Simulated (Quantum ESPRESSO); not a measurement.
**MnO in Quantum ESPRESSO: the effect of functional**

The system is MnO.

```
Mn O
1.0
     0.00000    2.22200    2.22200
     2.22200    0.00000    2.22200
     2.22200    2.22200    0.00000
Mn O
1 1
Direct
  0.00000 0.00000 0.00000
  0.50000 0.50000 0.50000
```

Alike in all runs:

| Item | Value |
| --- | --- |
| Program | Quantum ESPRESSO 7.5 |
| Task | phonons |
| Cutoff | 1306 eV |
| Density cutoff | 5225 eV |
| k mesh | 4 × 4 × 4, shifted |
| Occupations | fermi-dirac, width 0.05 eV |
| Spin | collinear spin, ferromagnetic start |
| Starting moments | [4.0, 0.0] μB |

Each run relaxes the cell or the atoms first.

```tsv
functional	potentials or basis	relaxed volume (Å³/atom)	moment (μB)	highest phonon frequency (cm⁻¹)
LDA	PseudoDojo 0.4.1 SR LDA standard	9.11	3.75	439
PBE	PseudoDojo 0.4.1 SR PBE standard	?	?	?
PBEsol	PseudoDojo 0.4.1 SR PBEsol standard	10.32	4.63	319
PW91	PseudoDojo 0.4.1 SR PBE standard	11.02	4.84	268
RPBE	PseudoDojo 0.4.1 SR PBE standard	11.63	5.00	191
```

What does the run with functional PBE give?

Relaxed volume 11.12 Å³/atom; moment 4.88 μB; highest phonon frequency 242 cm⁻¹.

Caveats: all runs use coarse meshes; the mesh is thin for the phonons of a metal; a cell with one magnetic atom can't hold antiferromagnetic order, which such compounds often take; the potentials were made for another functional, which shifts forces and pressure (some runs); the volume moved by over 15 % at a fixed basis, so the end points are rough (some runs); before the sum rule the acoustic modes lie tens of cm⁻¹ from zero, a sign that the density grid also shifts the optical modes (some runs).
